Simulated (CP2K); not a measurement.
Crystal: PbS (Galena).

```xyz
2
Lattice="4.1942 0.0000 0.0000 2.0971 3.6323 0.0000 2.0971 1.2108 3.4246" Properties=species:S:1:pos:R:3 pbc="T T T"
Pb    0.0000    0.0000    0.0000
S     4.1942    2.4215    1.7123
```

Base run:

- Program: CP2K 2026.2
- Functional: PBE
- Potentials or basis: POTENTIAL_UZH Pb GTH-PBE-q4, S GTH-PBE-q6; TZVP-MOLOPT-PBE-GTH basis
- Density cutoff: 6123 eV
- k mesh: 8 × 8 × 8
- Occupations: fermi-dirac, width 0.0259 eV
- Spin: no spin polarisation

Its results: band gap on the k mesh 0.23 eV, direct; pressure 2.9 GPa.

**Question.** The run is repeated on the same cell with these changes: functional from PBE to PBEsol; eps_default from 1.0E-10 to 1.0E-9. What comes out?

**Answer.** Band gap on the k mesh 0.10 eV, direct; pressure 1.5 GPa.

Caveats: spin-orbit coupling is left out, which as a rule narrows the gap of such compounds by several tenths of an eV; the basis of atomic orbitals isn't converged, which shifts pressures, moduli and gaps; the potentials were made for another functional, which shifts forces and pressure (some runs).
